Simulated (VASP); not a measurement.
# AlN (P6_3mc) in VASP: further runs, part 2 of 2

VASP 6.6.1. The steps go on from the part before.

### 3 Relaxation of cell and atoms, PBE

This run uses another cell than the first one, of 10.63 Å³/atom, 1.017 times its volume.

The input, INCAR:

```
SYSTEM = AlN
PREC     = Accurate       ! precision mode
ENCUT    = 520            ! plane-wave cutoff, eV
EDIFF    = 0.05           ! SCF threshold, eV
ISMEAR   = 0              ! smearing method
SIGMA    = 0.02           ! smearing width, eV
LREAL    = .False.        ! projectors in reciprocal space
LASPH    = .True.         ! aspherical terms in the spheres
NELM     = 60             ! most SCF steps
ALGO     = Normal         ! electronic algorithm
ISIF     = 3              ! what is computed and relaxed
LWAVE    = .False.        ! write WAVECAR
LCHARG   = .False.        ! write CHGCAR
GGA      = PE             ! functional
IBRION   = 2              ! ionic algorithm
NSW      = 80             ! ionic steps
EDIFFG   = -0.002         ! ionic threshold
```

The input, KPOINTS:

```
Automatic mesh
0
Gamma
  12 12 6
  0 0 0
```

The input, POSCAR:

```
AlN                                     
1.0
    3.1286259195     -0.0000000000     -0.0000000000
   -1.5643129597      2.7094695232      0.0000000000
    0.0000000000     -0.0000000000      5.0165661722
  Al              N             
     2     2
Direct
     0.3333333300000021    0.6666666699999979    0.9992575928409406
     0.6666666699999979    0.3333333300000021    0.4992575928409403
     0.3333333300000021    0.6666666699999979    0.3807424071590623
     0.6666666699999979    0.3333333300000021    0.8807424071590619
```

Potentials or basis: VASP PAW PBE potentials, release 64 (Al, N).

The run is started by

```sh
> cat potpaw_PBE.64/Al/POTCAR potpaw_PBE.64/N/POTCAR > POTCAR
> mpirun -np 1 vasp_std > vasp.out
```

OUTCAR:

```text
SYSTEM = AlN
   PREC = Accurate
   ENCUT = 520
   EDIFF = 0.05
   ISMEAR = 0
   LREAL = .False.
   LASPH = .True.
   NELM = 60
   ISIF = 3
   GGA = PE
   IBRION = 2
   NSW = 80
   EDIFFG = -0.002

 ion  position               nearest neighbor table
   1  0.333  0.667  0.999-   4 1.90   4 1.90   4 1.90   3 1.91   2 3.09   2 3.09   2 3.09   2 3.09
                             2 3.09   2 3.09
   2  0.667  0.333  0.499-   3 1.90   3 1.90   3 1.90   4 1.91   1 3.09   1 3.09   1 3.09   1 3.09
                             1 3.09   1 3.09
   3  0.333  0.667  0.381-   2 1.90   2 1.90   2 1.90   1 1.91
   4  0.667  0.333  0.881-   1 1.90   1 1.90   1 1.90   2 1.91

  LATTYP: Found a hexagonal cell.
 ALAT       =     3.1286259195
 C/A-ratio  =     1.6034407121

  Lattice vectors:

 A1 = (   3.1286259195,   0.0000000000,   0.0000000000)
 A2 = (  -1.5643129597,   2.7094695232,   0.0000000000)
 A3 = (   0.0000000000,   0.0000000000,   5.0165661722)

Analysis of symmetry for initial positions (statically):
=====================================================================
 Subroutine PRICEL returns:
 Original cell was already a primitive cell.

 Routine SETGRP: Setting up the symmetry group for a
 hexagonal supercell.

 Subroutine GETGRP returns: Found 12 space group operations
 (whereof  6 operations were pure point group operations)
 out of a pool of 24 trial point group operations.

The static configuration has the point symmetry C_3v.
 The point group associated with its full space group is C_6v.

Analysis of symmetry for dynamics (positions and initial velocities):
=====================================================================
 Subroutine PRICEL returns:
 Original cell was already a primitive cell.

 Routine SETGRP: Setting up the symmetry group for a
 hexagonal supercell.

 Subroutine GETGRP returns: Found 12 space group operations
 (whereof  6 operations were pure point group operations)
 out of a pool of 24 trial point group operations.

The dynamic configuration has the point symmetry C_3v.
 The point group associated with its full space group is C_6v.

 Subroutine INISYM returns: Found 12 space group operations
 (whereof  6 operations are pure point group operations),
 and found     1 'primitive' translations

----------------------------------------------------------------------------------------

                                     Primitive cell

  volume of cell :      42.5250

  direct lattice vectors                    reciprocal lattice vectors
     3.128625920  0.000000000  0.000000000     0.319629136  0.184537968  0.000000000
    -1.564312960  2.709469523  0.000000000     0.000000000  0.369075936  0.000000000
     0.000000000  0.000000000  5.016566172     0.000000000  0.000000000  0.199339541

  length of vectors
     3.128625920  3.128625918  5.016566172     0.369075936  0.369075936  0.199339541

  position of ions in fractional coordinates (direct lattice)
     0.333333330  0.666666670  0.999257593
     0.666666670  0.333333330  0.499257593
     0.333333330  0.666666670  0.380742407
     0.666666670  0.333333330  0.880742407

  ion indices of the primitive-cell ions
   primitive index   ion index
                 1           1
                 2           2
                 3           3
                 4           4

----------------------------------------------------------------------------------------
[... 82 lines left out ...]
   NUPDOWN=      -1.0000    fix difference up-down
   EMIN   =  10.00;   EMAX   =-10.00  energy-range for DOS
   EFERMI =   0.00;   METHOD = LEGACY
   ISMEAR =     0;   SIGMA  =   0.02  broadening in eV -4-tet -1-fermi 0-gaus
   EFERMI_NEDOS =   21; number of points for ismear=-14 and -15
   IALGO  =     38    algorithm
   IMIX   =      4    mixing-type and parameters
     AMIX     =   0.40;   BMIX     =  1.00
     AMIX_MAG =   1.60;   BMIX_MAG =  1.00
  volume/ion in A,a.u.               =      10.63        71.74
  Fermi-wavevector in a.u.,A,eV,Ry     =   1.181862  2.233395 19.004579  1.396797
  Thomas-Fermi vector in A             =   2.318127
   LORBIT       =      0    0 simple, 1 ext, 2 COOP (PROOUT), +10 PAW based schemes
   GGA     = PE    functional components
   LHFCALC =     F    Hartree Fock is set to
   AEXX    =    0.0000 exact exchange contribution
   IVDW    =     0    specifies the selected vdW correction
   LEPSILON=     F    determine dielectric tensor
   LRPA    =     F    only Hartree local field effects (RPA)
 conjugate gradient relaxation of ions
 non-spin polarized calculation
 Gauss-broadening in eV      SIGMA  =   0.02
  energy-cutoff  :      520.00
  volume of cell :       42.53
 maximum number of plane-waves:      1170
 NGX is ok and might be reduce to    24
   NGX = 11   NGY = 11   NGZ = 19

--------------------------------------- Ionic step        1  -------------------------------------------

 number of electron      15.9999998 magnetization

 Free energy of the ion-electron system (eV)
  ---------------------------------------------------
  ext. energy  EPLUGINS =         0.00000000
  ---------------------------------------------------
  free energy    TOTEN  =       -29.78481560 eV

  energy without entropy =      -29.78481560  energy(sigma->0) =      -29.78481560

------------------------ aborting loop because EDIFF is reached ----------------------------------------

  FORCE on cell =-STRESS in cart. coord.  units (eV):
  Direction    XX          YY          ZZ          XY          YZ          ZX
  --------------------------------------------------------------------------------------
  -------------------------------------------------------------------------------------
  Total        1.2619828      1.2619828      1.2330281      0.0000000      0.0000000     -0.0000000
  in kB       47.5466100     47.5466100     46.4557089      0.0000000      0.0000000     -0.0000000
  external PRESSURE =      47.1829763 kB  Pullay stress =       0.0000000 kB
[... 95 lines left out ...]
  FREE ENERGIE OF THE ION-ELECTRON SYSTEM (eV)
  ---------------------------------------------------
  free  energy   TOTEN  =       -29.7740621905 eV

  energy  without entropy=      -29.7740621905  energy(sigma->0) =      -29.77406219

[... ionic steps 4 to 9 ...]

--------------------------------------- Ionic step       10  -------------------------------------------

 number of electron      15.9999998 magnetization

------------------------ aborting loop because EDIFF is reached ----------------------------------------
[... 71 lines left out ...]
--------------------------------------- Ionic step       12  -------------------------------------------

 number of electron      15.9999998 magnetization

 Free energy of the ion-electron system (eV)
  ---------------------------------------------------
  ext. energy  EPLUGINS =         0.00000000
  ---------------------------------------------------
  free energy    TOTEN  =       -29.78053430 eV

  energy without entropy =      -29.78053430  energy(sigma->0) =      -29.78053430

 E-fermi :   6.0763     XC(G=0): -10.8325

 val. band max:        5.9750442568   @ k =   0.0000   0.0000   0.0000
 cond. band min:      10.0305615447   @ k =   0.0000   0.0000   0.0000
 fundamental gap:      4.0555172879
 Fermi energy:         6.0763303317

 k-point     1 :       0.0000    0.0000    0.0000
  band No.  band energies     occupation
      1      -9.0985      2.00000
      2      -7.0127      2.00000
      3       0.0644      2.00000
      4       5.1319      2.00000
      5       5.1319      2.00000
      6       5.7742      2.00000
      7       5.7742      2.00000
      8       5.9750      2.00000
      9      10.0306      0.00000
     10      12.4976      0.00000
     11      16.4414      0.00000
     12      17.0144      0.00000
[... 331 lines left out ...]
 k-point    24 :       0.3333    0.0000    0.1667
  band No.  band energies     occupation
      1      -7.8047      2.00000
      2      -6.6111      2.00000
      3       1.1318      2.00000
      4       2.0793      2.00000
      5       2.6811      2.00000
      6       4.2361      2.00000
      7       5.1959      2.00000
      8       5.3305      2.00000
      9      11.7597      0.00000
     10      12.5769      0.00000
     11      14.3295      0.00000
     12      16.0166      0.00000

 [... further k-points ...]

------------------------ aborting loop because EDIFF is reached ----------------------------------------

  FORCE on cell =-STRESS in cart. coord.  units (eV):
  Direction    XX          YY          ZZ          XY          YZ          ZX
  --------------------------------------------------------------------------------------
  -------------------------------------------------------------------------------------
  Total       -0.0048587     -0.0048587     -0.0066749     -0.0000000     -0.0000000      0.0000000
  in kB       -0.1830529     -0.1830529     -0.2514768     -0.0000000     -0.0000000      0.0000000
  external PRESSURE =      -0.2058609 kB  Pullay stress =       0.0000000 kB
[... 19 lines left out ...]
  FREE ENERGIE OF THE ION-ELECTRON SYSTEM (eV)
  ---------------------------------------------------
  free  energy   TOTEN  =       -29.7805343035 eV

  energy  without entropy=      -29.7805343035  energy(sigma->0) =      -29.78053430

 reached required accuracy - stopping structural energy minimisation
```

It took 33 s on 1 thread of Intel Xeon 6975P-C (Granite Rapids), shared host; peak memory 0.18 GiB.

Results:

```
Free energy               : -29.7805 eV
Energy gained by relaxing : -1.1 meV/atom
Ionic steps               : 12
Pressure after relaxing   : 0.0 GPa
Band gap on the k mesh    : 4.06 eV, direct
```

The path:
```csv
step,energy change (eV),largest force (eV/Å),pressure (GPa),volume (Å³)
1,0.0000,0.0015,4.72,42.53
2,0.0549,0.0096,-8.14,44.48
3,0.0108,0.0008,-4.25,43.22
4,0.0059,0.0006,-2.06,42.88
5,0.0045,0.0003,-0.96,42.67
6,0.0043,0.0004,-0.50,42.60
7,0.0043,0.0006,-0.29,42.56
8,0.0043,0.0007,-0.14,42.54
9,0.0043,0.0007,-0.08,42.53
10,0.0043,0.0007,-0.04,42.53
11,0.0043,0.0007,-0.03,42.53
12,0.0043,0.0007,-0.02,42.53
```

Final structure:
```
Al N
1.0
     3.12865    0.00000    0.00000
    -1.56433    2.70949    0.00000
     0.00000    0.00000    5.01661
Al N
2 2
Direct
  0.33333 0.66667 0.99926
  0.66667 0.33333 0.49926
  0.33333 0.66667 0.38074
  0.66667 0.33333 0.88074
```

A k mesh can miss the band edges. Expect the measured gap to be larger: semilocal functionals such as PBE lack the derivative discontinuity.

### 4 Relaxation of shape and atoms at fixed volume, PBE

This run uses another cell than the first one, of 10.63 Å³/atom, 1.017 times its volume.

Edit INCAR of step 3 so:

```diff
@@ -10,3 +10,3 @@
 ALGO     = Normal         ! electronic algorithm
-ISIF     = 3              ! what is computed and relaxed
+ISIF     = 4              ! what is computed and relaxed
 LWAVE    = .False.        ! write WAVECAR
```

KPOINTS is that of step 3.

The input, POSCAR:

```
AlN                                     
1.0
    3.1286543643      0.0000000000     -0.0000000000
   -1.5643271821      2.7094941571      0.0000000000
   -0.0000000000      0.0000000000      5.0166107353
  Al              N             
     2     2
Direct
     0.3333333300000021    0.6666666699999979    0.9992577509682717
     0.6666666699999979    0.3333333300000021    0.4992577509682717
     0.3333333300000021    0.6666666699999979    0.3807422490317308
     0.6666666699999979    0.3333333300000021    0.8807422490317308
```

The run is started by

```sh
> cat potpaw_PBE.64/Al/POTCAR potpaw_PBE.64/N/POTCAR > POTCAR
> mpirun -np 1 vasp_std > vasp.out
```

Wall time 17 s (1 thread of Intel Xeon 6975P-C (Granite Rapids), shared host); peak memory 0.17 GiB.

The run converged. Its results:

```
Free energy               : -29.7805 eV
Energy gained by relaxing : -1.1 meV/atom
Ionic steps               : 5
Pressure after relaxing   : 0.0 GPa
Band gap on the k mesh    : 4.06 eV, direct
```

The path:
```csv
step,energy change (eV),largest force (eV/Å),pressure (GPa),volume (Å³)
1,0.0000,0.0014,4.71,42.53
2,0.0045,0.0062,-0.05,42.53
3,0.0043,0.0030,0.01,42.53
4,0.0043,0.0019,-0.02,42.53
5,0.0043,0.0013,-0.02,42.53
```

Final structure:
```xyz
4
Lattice="3.1287 0.0000 0.0000 -1.5644 2.7095 0.0000 0.0000 0.0000 5.0164" Properties=species:S:1:pos:R:3 pbc="T T T"
Al    0.0000    1.8064    5.0127
Al    1.5644    0.9032    2.5045
N     0.0000    1.8064    1.9100
N     1.5644    0.9032    4.4182
```

Levels at points of the mesh, in eV from the valence-band top:
```tsv
k point	band 5	band 6	band 7	band 8	band 9	band 10	band 11	band 12
(0.00, 0.00, 0.00)	-0.84	-0.20	-0.20	0.00	4.06	6.52	10.47	11.04
(0.50, 0.00, 0.00)	-3.30	-2.05	-1.74	-0.68	5.76	5.76	8.03	10.15
(0.00, 0.00, 0.50)	-0.53	-0.53	-0.53	-0.53	6.32	6.32	10.18	10.18
(0.50, 0.00, 0.50)	-1.44	-1.44	-1.35	-1.35	5.25	5.25	9.15	9.15
```

A k mesh can miss the band edges. A hybrid or GW would open this gap; PBE tends to underestimate it.

### 5 Relaxation of shape and atoms at fixed volume, PBE (a relaxed cell with its volume scaled by 0.97)

INCAR is that of step 4.

KPOINTS is that of step 4.

Edit POSCAR of step 4 so:

```diff
@@ -2,5 +2,5 @@
 1.0
-    3.1286543643      0.0000000000     -0.0000000000
-   -1.5643271821      2.7094941571      0.0000000000
-   -0.0000000000      0.0000000000      5.0166107353
+    3.0970496342      0.0000000000     -0.0000000000
+   -1.5485248170      2.6821236580      0.0000000000
+   -0.0000000000      0.0000000000      4.9659344349
   Al              N
```

The run is started by

```sh
> cat potpaw_PBE.64/Al/POTCAR potpaw_PBE.64/N/POTCAR > POTCAR
> mpirun -np 1 vasp_std > vasp.out
```

It took 59 s on 1 thread of Intel Xeon 6975P-C (Granite Rapids), shared host; peak memory 0.17 GiB.

The run converged. Its results:

| Quantity | Value |
| --- | --- |
| Free energy | -29.7557 eV |
| Energy gained by relaxing | -1.0 meV/atom |
| Ionic steps | 25 |
| Pressure after relaxing | 6.2 GPa |
| Band gap on the k mesh | 4.31 eV, direct |

Step by step:
| step | energy change (eV) | largest force (eV/Å) | pressure (GPa) | volume (Å³) |
| --- | --- | --- | --- | --- |
| 1 | 0.0000 | 0.0100 | 11.02 | 41.25 |
| 2 | 0.0042 | 0.0174 | 6.21 | 41.25 |
| 3 | 0.0041 | 0.0260 | 6.26 | 41.25 |
| 4 | 0.0042 | 0.0108 | 6.20 | 41.25 |
| 5 | 0.0042 | 0.0200 | 6.21 | 41.25 |
| 6 | 0.0042 | 0.0077 | 6.21 | 41.25 |
| 7 | 0.0042 | 0.0032 | 6.21 | 41.25 |
| 8 | 0.0042 | 0.0026 | 6.21 | 41.25 |
| 9 | 0.0041 | 0.0044 | 6.22 | 41.25 |
| 10 | 0.0040 | 0.0058 | 6.24 | 41.25 |
| 11 | 0.0040 | 0.0082 | 6.27 | 41.25 |
| 12 | 0.0041 | 0.0153 | 6.28 | 41.25 |
| 13 | 0.0041 | 0.0182 | 6.27 | 41.25 |
| 14 | 0.0040 | 0.0058 | 6.26 | 41.25 |
| 15 | 0.0041 | 0.0297 | 6.25 | 41.25 |
| 16 | 0.0040 | 0.0246 | 6.26 | 41.25 |
| 17 | 0.0040 | 0.0155 | 6.26 | 41.25 |
| 18 | 0.0040 | 0.0132 | 6.26 | 41.25 |
| 19 | 0.0040 | 0.0120 | 6.26 | 41.25 |
| 20 | 0.0040 | 0.0109 | 6.26 | 41.25 |
| 21 | 0.0040 | 0.0105 | 6.26 | 41.25 |
| 22 | 0.0040 | 0.0071 | 6.26 | 41.25 |
| 23 | 0.0040 | 0.0022 | 6.24 | 41.25 |
| 24 | 0.0040 | 0.0053 | 6.24 | 41.25 |
| 25 | 0.0040 | 0.0008 | 6.25 | 41.25 |

Final structure:
```xyz
4
Lattice="3.0994 0.0000 0.0000 -1.5497 2.6841 0.0000 0.0000 0.0000 4.9585" Properties=species:S:1:pos:R:3 pbc="T T T"
Al    0.0000    1.7894    4.9531
Al    1.5497    0.8947    2.4739
N     0.0000    1.7894    1.8896
N     1.5497    0.8947    4.3688
```

Levels at points of the mesh, in eV from the valence-band top:
```csv
k point,band 4,band 5,band 6,band 7,band 8,band 9,band 10,band 11,band 12
"(0.00, 0.00, 0.00)",-0.89,-0.89,-0.23,-0.23,0.00,4.31,6.75,10.71,11.22
"(0.50, 0.00, 0.00)",-4.21,-3.38,-2.12,-1.80,-0.71,5.83,5.84,8.28,10.36
"(0.00, 0.00, 0.50)",-3.35,-0.57,-0.57,-0.57,-0.57,6.56,6.56,10.42,10.42
"(0.50, 0.00, 0.50)",-5.66,-1.49,-1.49,-1.38,-1.38,5.35,5.35,9.32,9.32
```

### 6 Relaxation of shape and atoms at fixed volume, PBE (a relaxed cell with its volume scaled by 1.03)

INCAR is that of step 5.

KPOINTS is that of step 5.

Edit POSCAR of step 5 so:

```diff
@@ -2,5 +2,5 @@
 1.0
-    3.0970496342      0.0000000000     -0.0000000000
-   -1.5485248170      2.6821236580      0.0000000000
-   -0.0000000000      0.0000000000      4.9659344349
+    3.1596331549      0.0000000000     -0.0000000000
+   -1.5798165774      2.7363225767      0.0000000000
+   -0.0000000000      0.0000000000      5.0662833790
   Al              N
```

Potentials or basis: VASP PAW PBE potentials, release 64 (Al, N).

The run is started by

```sh
> cat potpaw_PBE.64/Al/POTCAR potpaw_PBE.64/N/POTCAR > POTCAR
> mpirun -np 1 vasp_std > vasp.out
```

Run time: 1.9 min. Hardware: 1 thread of Intel Xeon 6975P-C (Granite Rapids), shared host; peak memory 0.18 GiB.

Results (log left out):

* Free energy: -29.7590 eV
* Energy gained by relaxing: -1.1 meV/atom
* Ionic steps: 48
* Pressure after relaxing: -5.4 GPa
* Band gap on the k mesh: 3.81 eV, direct

Step by step:
```tsv
step	energy change (eV)	largest force (eV/Å)	pressure (GPa)	volume (Å³)
1	0.0000	0.0112	-0.72	43.80
3	0.0044	0.0134	-5.38	43.80
5	0.0045	0.0008	-5.41	43.80
7	0.0045	0.0078	-5.41	43.80
9	0.0045	0.0080	-5.41	43.80
11	0.0045	0.0080	-5.41	43.80
13	0.0045	0.0080	-5.41	43.80
15	0.0045	0.0080	-5.41	43.80
17	0.0045	0.0080	-5.41	43.80
19	0.0045	0.0080	-5.41	43.80
21	0.0045	0.0080	-5.41	43.80
23	0.0044	0.0099	-5.44	43.80
25	0.0046	0.0210	-5.44	43.80
27	0.0044	0.0265	-5.42	43.80
29	0.0045	0.0311	-5.42	43.80
31	0.0045	0.0334	-5.42	43.80
33	0.0044	0.0122	-5.42	43.80
35	0.0044	0.0056	-5.42	43.80
37	0.0044	0.0009	-5.43	43.80
39	0.0044	0.0071	-5.44	43.80
41	0.0044	0.0004	-5.43	43.80
43	0.0044	0.0113	-5.43	43.80
45	0.0044	0.0029	-5.43	43.80
47	0.0044	0.0023	-5.43	43.80
48	0.0044	0.0006	-5.43	43.80
```

Final structure:
```cif
data_structure
_symmetry_space_group_name_H-M 'P 1'
_symmetry_Int_Tables_number 1
_cell_length_a 3.1581
_cell_length_b 3.1581
_cell_length_c 5.0712
_cell_angle_alpha 90.000
_cell_angle_beta 90.000
_cell_angle_gamma 120.000
_cell_volume 43.80
loop_
_atom_site_label
_atom_site_type_symbol
_atom_site_fract_x
_atom_site_fract_y
_atom_site_fract_z
_atom_site_occupancy
Al1 Al 0.33333 0.66667 0.99946 1
Al2 Al 0.66667 0.33333 0.49946 1
N1 N 0.33333 0.66667 0.38054 1
N2 N 0.66667 0.33333 0.88054 1
```

Levels at points of the mesh, in eV from the valence-band top:
```tsv
k point	band 5	band 6	band 7	band 8	band 9	band 10	band 11	band 12
(0.00, 0.00, 0.00)	-0.81	-0.18	-0.18	0.00	3.81	6.29	10.23	10.85
(0.50, 0.00, 0.00)	-3.22	-2.00	-1.70	-0.66	5.68	5.70	7.79	9.95
(0.00, 0.00, 0.50)	-0.50	-0.50	-0.50	-0.50	6.08	6.08	9.94	9.94
(0.50, 0.00, 0.50)	-1.40	-1.40	-1.32	-1.32	5.15	5.15	8.98	8.98
```

### 7 The runs side by side

```csv
task,cell,gap on the mesh (eV),pressure (GPa),relaxed volume (Å³/atom)
relaxation of cell and atoms,relaxed,4.06,0.0,10.63
relaxation of shape and atoms at fixed volume,relaxed at fixed volume,4.06,0.0,10.63
relaxation of shape and atoms at fixed volume,relaxed at fixed volume from: a relaxed cell with its volume scaled by 0.97,4.31,6.2,-
relaxation of shape and atoms at fixed volume,relaxed at fixed volume from: a relaxed cell with its volume scaled by 1.03,3.81,-5.4,-
```

Alike in all rows: level PBE; potentials or basis VASP PAW PBE potentials, release 64 (Al, N); no spin polarisation; k mesh 12 × 12 × 6; cutoff (eV) 520; smearing gaussian 0.02 eV.

Absolute energies hang on the potentials; compare differences alone.
